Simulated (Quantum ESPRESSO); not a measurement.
GaP:

```
Ga P
1.0
     0.00000    2.72525    2.72525
     2.72525    0.00000    2.72525
     2.72525    2.72525    0.00000
Ga P
1 1
Direct
  0.00000 0.00000 0.00000
  0.75000 0.75000 0.75000
```

| Quantity | Value |
| --- | --- |
| Program | Quantum ESPRESSO 7.5 |
| Task | phonons |
| Functional | PBE |
| Potentials or basis | JTH 2.0 PBE |
| Cutoff | 490 eV |
| Density cutoff | 2939 eV |
| k mesh | 6 × 6 × 6, shifted |
| Occupations | fermi-dirac, width 0.05 eV |
| Spin | no spin polarisation |
| Mixing beta | 0.5 |
| Most SCF iterations | 120 |
| SCF threshold | 4e-10 Ry |

The cell and the atoms were relaxed first, to 20.84 Å³/atom (a = 3.892 Å, b = 3.892 Å, c = 3.892 Å, α = 60.00°, β = 60.00°, γ = 60.00°), and the response was taken there.

The first run showed a gap, so the response started from a second, tighter run with fixed occupations.

Task: What is the highest optical frequency at the zone centre, leaving out the macroscopic field of polar modes?

Result: 345 cm⁻¹, a mode of symmetry T2 (IR and Raman). With the field the highest mode lies at 380 cm⁻¹.

Optical modes at Γ, degenerate ones joined, polar ones without the macroscopic field:
| cm⁻¹ | components | symmetry | active in | IR intensity, summed ((D/Å)²/amu) |
| --- | --- | --- | --- | --- |
| 345 | 3 | T2 | IR and Raman | 15.89 |

Zone-centre frequencies without and with the macroscopic field along z (cm⁻¹):
```csv
,optical modes in rising order
without,345 345 345
with the field,345 345 380
```

Caveat: the cutoff is low for these files, which shifts pressure and relaxed volume.
